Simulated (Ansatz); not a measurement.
Wanted: the native input for an Ansatz 0.2.0 run.

```yaml
Task: relaxation of cell and atoms
Functional: RPBE
Dispersion: D4
Potentials_or_basis: all-electron LAPW, scalar-relativistic
Basis_error_allowed: 0.001 eV/atom
k_mesh: 12 × 12 × 7
Occupations: fermi-dirac, width 0.05 eV
Spin: collinear spin, ferromagnetic start
Starting_moments: "[2.0, 2.0] μB"
```

Co:

```xyz
2
Lattice="2.4720 0.0000 0.0000 -1.2360 2.1408 0.0000 0.0000 0.0000 4.0211" Properties=species:S:1:pos:R:3 pbc="T T T"
Co    1.2360    0.7136    3.0159
Co    0.0000    1.4272    1.0053
```

These files were run (other wordings do the same):

input.yaml

```yaml
crystal:
  lattice:
    - [2.4719999032, 0.0, 0.0]
    - [-1.2359999516, 2.1408147143, 0.0]
    - [0.0, 0.0, 4.02114408]
  atoms:
    - { symbol: Co, position: [0.6666666667, 0.3333333333, 0.75], spin: 2.0 }
    - { symbol: Co, position: [0.3333333333, 0.6666666667, 0.25], spin: 2.0 }
kpoints:
  mp_grid: { grid: [12, 12, 7] }
scf:
  occupations: { method: fermi_dirac, width: 0.05 }
hamiltonian:
  xc: rpbe
  dispersion: d4
  pseudopotentials: { kind: all_electron, lapw: { basis_error: 0.001 } }
magnetization:
  spin_polarized: true
output:
  forces: true
  stress: true
relax:
  f_tol: 0.02
  max_steps: 60
  cell: {}
```

Potentials or basis: all-electron LAPW, scalar-relativistic.

Launch:

```sh
$ ansatz run input.yaml --threads 2 --pin off --max-ram 6144MiB --backend cpu --events-out ev --progress --plain --runs-dir out
```

Results of the run:

```yaml
Relaxed_volume: 10.56 Å³/atom
Relaxed_cell: a = 2.473 Å, b = 2.473 Å, c = 3.990 Å, α = 90.00°, β = 90.00°, γ = 120.00°
Space_group_after_relaxing_to_0.05_Å: P6_3/mmc (No. 194)
Energy_gained_by_relaxing: 0.9 meV/atom
Ionic_steps: 5
Pressure_after_relaxing: 0.0 GPa
Net_moment: 3.23 μB per cell
Absolute_moment: 3.58 μB per cell
Site_moments: Co +1.68 μB
```

Run time: 70 s on 2 threads of Arm Neoverse V1 (shared host), peak memory 0.55 GiB.
